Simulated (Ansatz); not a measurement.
The system is Cu.

```xyz
1
Lattice="-1.4428 1.4428 1.3761 1.4428 -1.4428 1.3761 1.4428 1.4428 -1.3761" Properties=species:S:1:pos:R:3 pbc="T T T"
Cu    0.0000    0.0000    0.0000
```

This isn't the form of Cu at room conditions, which is fcc.

| Property | Result |
| --- | --- |
| Program | Ansatz 0.2.0 |
| Task | relaxation of cell and atoms |
| Functional | PBE |
| Potentials or basis | Ansatz PAW |
| Cutoff | 420 eV (not typed: the program's choice for these potentials) |
| k mesh | 13 × 13 × 13 |
| Occupations | fermi-dirac, width 0.05 eV |
| Spin | no spin polarisation |

At the start: volume 11.46 Å³/atom.

**Question.** How do energy, volume and symmetry change on relaxing?

**Answer.** It ends after 8 steps and the volume is 12.02 Å³/atom (+4.9 %); space group I4/mmm (No. 139, to 0.05 Å).

The path:
```
step  energy change (eV)  largest force (eV/Å)  volume (Å³)
   1              0.0000                0.0000        11.46
   2             -0.0086                0.0000        11.72
   3             -0.0117                0.0000        11.99
   4             -0.0117                0.0000        12.02
   5             -0.0118                0.0000        12.03
   6             -0.0118                0.0000        12.04
   7             -0.0118                0.0000        12.02
   8             -0.0122                0.0000        12.02
```

Final structure:
```
Cu
1.0
    -1.47357    1.47357    1.38424
     1.47357   -1.47357    1.38424
     1.47357    1.47357   -1.38424
Cu
1
Direct
  0.00000 0.00000 0.00000
```

Caveat: the plane-wave basis is chosen anew once the cell has moved, so the energies of steps on either side of that aren't comparable.
